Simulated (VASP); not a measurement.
# BaTe (Fm-3m) in VASP: further runs, part 2 of 2

VASP 6.6.1. The steps go on from the part before.

**3. Single point, r2SCAN**

INCAR reads:

```
SYSTEM = BaTe
ADDGRID  = .FALSE.      
ALGO     = Normal         ! electronic algorithm
EDIFF    = 1E-6           ! SCF threshold, eV
ENCUT    = 400            ! plane-wave cutoff, eV
ISIF     = 2              ! what is computed and relaxed
ISMEAR   = 0              ! smearing method
LASPH    = .TRUE.         ! aspherical terms in the spheres
LCHARG   = .FALSE.        ! write CHGCAR
LMIXTAU  = .TRUE.       
LREAL    = .FALSE.        ! projectors in reciprocal space
LWAVE    = .FALSE.        ! write WAVECAR
METAGGA  = R2SCAN         ! meta-GGA
NELM     = 100            ! most SCF steps
PREC     = Accurate       ! precision mode
SIGMA    = 0.05           ! smearing width, eV
```

KPOINTS reads:

```
k-points
0
G
  5 5 5
  0 0 0
```

POSCAR reads:

```
BaTe
1.0
    0.0000000000      3.4100000000      3.4100000000
    3.4100000000      0.0000000000      3.4100000000
    3.4100000000      3.4100000000      0.0000000000
Ba Te
1 1
Direct
    0.0000000000      0.0000000000      0.0000000000
    0.5000000000      0.5000000000      0.5000000000
```

Potentials or basis: VASP PAW PBE potentials, release 64 (Ba_sv, Te).

Run with:

```
> cat potpaw_PBE.64/Ba_sv/POTCAR potpaw_PBE.64/Te/POTCAR > POTCAR
> mpirun -np 1 vasp_std > vasp.out
```

OUTCAR:

```text
SYSTEM = BaTe
   EDIFF = 1E-6
   ENCUT = 400
   ISIF = 2
   ISMEAR = 0
   LASPH = .TRUE.
   LREAL = .FALSE.
   METAGGA = R2SCAN
   NELM = 100
   PREC = Accurate

 Found     10 irreducible k-points:

 Following reciprocal coordinates:
            Coordinates               Weight
  0.000000  0.000000  0.000000      1.000000
  0.200000  0.000000  0.000000      8.000000
  0.400000  0.000000  0.000000      8.000000
  0.200000  0.200000  0.000000      6.000000
  0.400000  0.200000  0.000000     24.000000
 -0.400000  0.200000  0.000000     24.000000
   k-points           NKPTS =     10   k-points in BZ     NKDIM =     10   number of bands    NBANDS=     12
   number of dos      NEDOS =    301   number of ions     NIONS =      2
   total plane-waves  NPLWV =  32768
   dimension x,y,z NGX =    32 NGY =   32 NGZ =   32
   dimension x,y,z NGXF=    64 NGYF=   64 NGZF=   64
   ions per type =               1   1
   NGX,Y,Z   is equivalent  to a cutoff of  11.03, 11.03, 11.03 a.u.
   NGXF,Y,Z  is equivalent  to a cutoff of  22.06, 22.06, 22.06 a.u.
 SYSTEM =  BaTe
   PREC   = accura    normal or accurate (medium, high low for compatibility)
   ISTART =      0    job   : 0-new  1-cont  2-samecut
   ICHARG =      2    charge: 1-file 2-atom 10-const
   ISPIN  =      1    spin polarized calculation?
   LNONCOLLINEAR =      F non collinear calculations
   LSORBIT =      F    spin-orbit coupling
   LASPH  =      T    aspherical Exc in radial PAW
   ENCUT  =  400.0 eV  29.40 Ry    5.42 a.u.   7.86  7.86  7.86*2*pi/ulx,y,z
   NELM   =    100;   NELMIN=  2; NELMDL= -5     # of ELM steps
   EDIFF  = 0.1E-05   stopping-criterion for ELM
   LREAL  =      F    real-space projection
   EDIFFG = 0.1E-04   stopping-criterion for IOM
   NSW    =      0    number of steps for IOM
   IBRION =     -1    ionic relax: 0-MD 1-quasi-New 2-CG
   NFREE  =      0    steps in history (QN), initial steepest desc. (CG)
   ISIF   =      2    stress and relaxation
   ISYM   =      2    0-nonsym 1-usesym 2-fastsym
   POTIM  = 0.5000    time-step for ionic-motion
   TEBEG  =    0.0;   TEEND  =   0.0 temperature during run
   PSTRESS=    0.0 pullay stress
   NELECT =      16.0000    total number of electrons
   NUPDOWN=      -1.0000    fix difference up-down
   EMIN   =  10.00;   EMAX   =-10.00  energy-range for DOS
   EFERMI =   0.00;   METHOD = LEGACY
   ISMEAR =     0;   SIGMA  =   0.05  broadening in eV -4-tet -1-fermi 0-gaus
   EFERMI_NEDOS =   21; number of points for ismear=-14 and -15
   IALGO  =     38    algorithm
   IMIX   =      4    mixing-type and parameters
     AMIX     =   0.40;   BMIX     =  1.00
     AMIX_MAG =   1.60;   BMIX_MAG =  1.00
  volume/ion in A,a.u.               =      39.65       267.58
  Fermi-wavevector in a.u.,A,eV,Ry     =   0.960175  1.814468 12.543704  0.921936
  Thomas-Fermi vector in A             =   2.089436
   LORBIT       =      0    0 simple, 1 ext, 2 COOP (PROOUT), +10 PAW based schemes
   METAGGA = R2SCAN    functional components
   LHFCALC =     F    Hartree Fock is set to
   AEXX    =    0.0000 exact exchange contribution
   IVDW    =     0    specifies the selected vdW correction
   LEPSILON=     F    determine dielectric tensor
   LRPA    =     F    only Hartree local field effects (RPA)
 non-spin polarized calculation
 Gauss-broadening in eV      SIGMA  =   0.05
  energy-cutoff  :      400.00
  volume of cell :       79.30
 maximum number of plane-waves:      1459
   NGX = 15   NGY = 15   NGZ = 15

 number of electron      16.0000000 magnetization

 Free energy of the ion-electron system (eV)
  ---------------------------------------------------
  ext. energy  EPLUGINS =         0.00000000
  ---------------------------------------------------
  free energy    TOTEN  =       -55.90325861 eV

  energy without entropy =      -55.90325861  energy(sigma->0) =      -55.90325861

 E-fermi :   2.8633     XC(G=0):  -8.9649

 val. band max:        2.5894906720   @ k =   0.0000   0.0000   0.0000
 cond. band min:       4.3774993976   @ k =   0.4000   0.4000   0.0000
 fundamental gap:      1.7880087256
 Fermi energy:         2.8632995318

 k-point     1 :       0.0000    0.0000    0.0000
  band No.  band energies     occupation
      1     -25.0264      2.00000
      2      -9.7768      2.00000
      3      -9.7768      2.00000
      4      -9.7768      2.00000
      5      -7.4148      2.00000
      6       2.5895      2.00000
      7       2.5895      2.00000
      8       2.5895      2.00000
      9       5.8671      0.00000
     10       5.8671      0.00000
     11       5.8671      0.00000
     12       6.5305      0.00000
[... 61 lines left out ...]
 k-point     6 :      -0.4000    0.2000    0.0000
  band No.  band energies     occupation
      1     -25.0016      2.00000
      2     -10.2879      2.00000
      3      -9.8878      2.00000
      4      -9.8078      2.00000
      5      -6.5826      2.00000
      6       0.5253      2.00000
      7       1.4020      2.00000
      8       1.4784      2.00000
      9       6.8410      0.00000
     10       7.4565      0.00000
     11       7.8972      0.00000
     12       8.9123      0.00000

 [... further k-points ...]
[... 5 lines left out ...]
  --------------------------------------------------------------------------------------
  -------------------------------------------------------------------------------------
  Total        2.2423994      2.2423994      2.2423994      0.0000000      0.0000000     -0.0000000
  in kB       45.3033604     45.3033604     45.3033604      0.0000000      0.0000000     -0.0000000
  external PRESSURE =      45.3033604 kB  Pullay stress =       0.0000000 kB

 VOLUME and BASIS-vectors are now :
 -----------------------------------------------------------------------------
  energy-cutoff  :      400.00
  volume of cell :       79.30
      direct lattice vectors                 reciprocal lattice vectors
     0.000000000  3.410000000  3.410000000    -0.146627566  0.146627566  0.146627566
     3.410000000  0.000000000  3.410000000     0.146627566 -0.146627566  0.146627566
     3.410000000  3.410000000  0.000000000     0.146627566  0.146627566 -0.146627566

 POSITION                                       TOTAL-FORCE (eV/Angst)
 -----------------------------------------------------------------------------------
      0.00000      0.00000      0.00000        -0.000000      0.000000      0.000000
      3.41000      3.41000      3.41000         0.000000     -0.000000      0.000000
 -----------------------------------------------------------------------------------
    total drift:                                0.000000     -0.000000     -0.000000

  FREE ENERGIE OF THE ION-ELECTRON SYSTEM (eV)
  ---------------------------------------------------
  free  energy   TOTEN  =       -55.9032586111 eV

  energy  without entropy=      -55.9032586111  energy(sigma->0) =      -55.90325861
```

stdout:

```text
POSCAR found type information on POSCAR BaTe
 POSCAR found :  2 types and       2 ions
 scaLAPACK will be used
 -----------------------------------------------------------------------------
|                                                                             |
|                                                                             |
|     You enforced a specific xc type in the INCAR file but a different       |
|     I HOPE YOU KNOW WHAT YOU ARE DOING!                                     |
|                                                                             |
 -----------------------------------------------------------------------------

 LDA part: xc-table for (None), standard interpolation
 POSCAR, INCAR and KPOINTS ok, starting setup
 FFT: planning ... GRIDC
 FFT: planning ... GRID_SOFT
 FFT: planning ... GRID
 WAVECAR not read
 entering main loop
```

Run time: 74 s. Hardware: 1 thread of AMD EPYC 7R43 (Zen 3), shared host; peak memory 0.16 GiB.

These settings aren't checked as converged: the numbers below hold their error.

What came out:

* Free energy: -55.9033 eV
* Pressure: 4.5 GPa
* Band gap on the k mesh: 1.79 eV, indirect (least direct gap 2.17 eV)

Caveat: the PAW data sets were made with another functional, which shifts forces and pressure a little; spin-orbit coupling is left out, which moves the levels of the heavy elements; an odd mesh through Γ misses points on the zone boundary, where band edges often lie.

**4. Single point, r2SCAN**

INCAR is that of step 3.

KPOINTS is that of step 3.

POSCAR reads:

```
BaTe
1.0
    0.0000000000      3.4100000000      3.4100000000
    3.4100000000      0.0000000000      3.4100000000
    3.4100000000      3.4100000000      0.0000000000
Ba Te
1 1
Direct
   -0.0114420000     -0.0073020000      0.0189620000
    0.5174540000      0.4974090000      0.5124580000
```

Run with:

```
> cat potpaw_PBE.64/Ba_sv/POTCAR potpaw_PBE.64/Te/POTCAR > POTCAR
> mpirun -np 1 vasp_std > vasp.out
```

Wall time 5.5 min (1 thread of AMD EPYC 7R43 (Zen 3), shared host); peak memory 0.17 GiB.

These settings aren't checked as converged: the numbers below hold their error.

What came out:

```
Free energy            : -55.8715 eV
Pressure               : 4.7 GPa
Largest force          : 0.465 eV/Å
Band gap on the k mesh : 1.84 eV, indirect (least direct gap 2.20 eV)
```

Caveat: the PAW data sets were made with another functional, which shifts forces and pressure a little; spin-orbit coupling is left out, which moves the levels of the heavy elements; an odd mesh through Γ misses points on the zone boundary, where band edges often lie.

**5. Single point, r2SCAN**

Changes to INCAR since step 4:

```diff
@@ -4,3 +4,3 @@
 EDIFF    = 1E-6           ! SCF threshold, eV
-ENCUT    = 400            ! plane-wave cutoff, eV
+ENCUT    = 450            ! plane-wave cutoff, eV
 ISIF     = 2              ! what is computed and relaxed
```

KPOINTS is that of step 4.

POSCAR reads:

```
BaTe
1.0
    0.0000000000      3.4100000000      3.4100000000
    3.4100000000      0.0000000000      3.4100000000
    3.4100000000      3.4100000000      0.0000000000
Ba Te
1 1
Direct
    0.0000000000      0.0000000000      0.0000000000
    0.5000000000      0.5000000000      0.5000000000
```

Potentials or basis: VASP PAW PBE potentials, release 64 (Ba_sv, Te).

Run with:

```
> cat potpaw_PBE.64/Ba_sv/POTCAR potpaw_PBE.64/Te/POTCAR > POTCAR
> mpirun -np 1 vasp_std > vasp.out
```

OUTCAR:

```text
SYSTEM = BaTe
   EDIFF = 1E-6
   ENCUT = 450
   ISIF = 2
   ISMEAR = 0
   LASPH = .TRUE.
   LREAL = .FALSE.
   METAGGA = R2SCAN
   NELM = 100
   PREC = Accurate

 Found     10 irreducible k-points:

 Following reciprocal coordinates:
            Coordinates               Weight
  0.000000  0.000000  0.000000      1.000000
  0.200000  0.000000  0.000000      8.000000
  0.400000  0.000000  0.000000      8.000000
  0.200000  0.200000  0.000000      6.000000
  0.400000  0.200000  0.000000     24.000000
 -0.400000  0.200000  0.000000     24.000000
   k-points           NKPTS =     10   k-points in BZ     NKDIM =     10   number of bands    NBANDS=     12
[... 160 lines left out ...]
     10       7.4564      0.00000
     11       7.8972      0.00000
     12       8.9123      0.00000

 [... further k-points ...]
[... 5 lines left out ...]
  --------------------------------------------------------------------------------------
  -------------------------------------------------------------------------------------
  Total        2.2457522      2.2457522      2.2457522      0.0000000      0.0000000      0.0000000
  in kB       45.3710969     45.3710969     45.3710969      0.0000000      0.0000000      0.0000000
  external PRESSURE =      45.3710969 kB  Pullay stress =       0.0000000 kB

 VOLUME and BASIS-vectors are now :
 -----------------------------------------------------------------------------
  energy-cutoff  :      450.00
  volume of cell :       79.30
      direct lattice vectors                 reciprocal lattice vectors
     0.000000000  3.410000000  3.410000000    -0.146627566  0.146627566  0.146627566
     3.410000000  0.000000000  3.410000000     0.146627566 -0.146627566  0.146627566
     3.410000000  3.410000000  0.000000000     0.146627566  0.146627566 -0.146627566

 POSITION                                       TOTAL-FORCE (eV/Angst)
 -----------------------------------------------------------------------------------
      0.00000      0.00000      0.00000        -0.000000     -0.000000      0.000000
      3.41000      3.41000      3.41000         0.000000      0.000000      0.000000
 -----------------------------------------------------------------------------------
    total drift:                                0.000000      0.000000      0.000000

  FREE ENERGIE OF THE ION-ELECTRON SYSTEM (eV)
  ---------------------------------------------------
  free  energy   TOTEN  =       -55.9037765717 eV

  energy  without entropy=      -55.9037765717  energy(sigma->0) =      -55.90377657
```

stdout:

```text
POSCAR found type information on POSCAR BaTe
 POSCAR found :  2 types and       2 ions
 scaLAPACK will be used
 -----------------------------------------------------------------------------
|                                                                             |
|                                                                             |
|     You enforced a specific xc type in the INCAR file but a different       |
|     I HOPE YOU KNOW WHAT YOU ARE DOING!                                     |
|                                                                             |
 -----------------------------------------------------------------------------

 LDA part: xc-table for (None), standard interpolation
 POSCAR, INCAR and KPOINTS ok, starting setup
 FFT: planning ... GRIDC
 FFT: planning ... GRID_SOFT
 FFT: planning ... GRID
 WAVECAR not read
 entering main loop
```

It took 1.9 min on 1 thread of AMD EPYC 7R43 (Zen 3), shared host; peak memory 0.18 GiB.

The run converged, but some of its settings lie outside the range that counts as converged, so its numbers aren't taken as properties of the crystal.

Results:

| Quantity | Value |
| --- | --- |
| Free energy | -55.9038 eV |
| Pressure | 4.5 GPa |
| Band gap on the k mesh | 1.79 eV, indirect (least direct gap 2.17 eV) |

Caveat: the PAW data sets were made with another functional, which shifts forces and pressure a little; spin-orbit coupling is left out, which moves the levels of the heavy elements; an odd mesh through Γ misses points on the zone boundary, where band edges often lie.

**6. For comparison**

An earlier run on the cell as given: functional PBE; potentials or basis VASP PAW PBE potentials, release 64 (Ba_sv, Te); cutoff 520 eV; k mesh 7 × 7 × 7; occupations fermi-dirac, width 0.05 eV; no spin polarisation.

- Pressure: 4.2 GPa
- Band gap on the k mesh: 1.38 eV, indirect (least direct gap 1.76 eV)
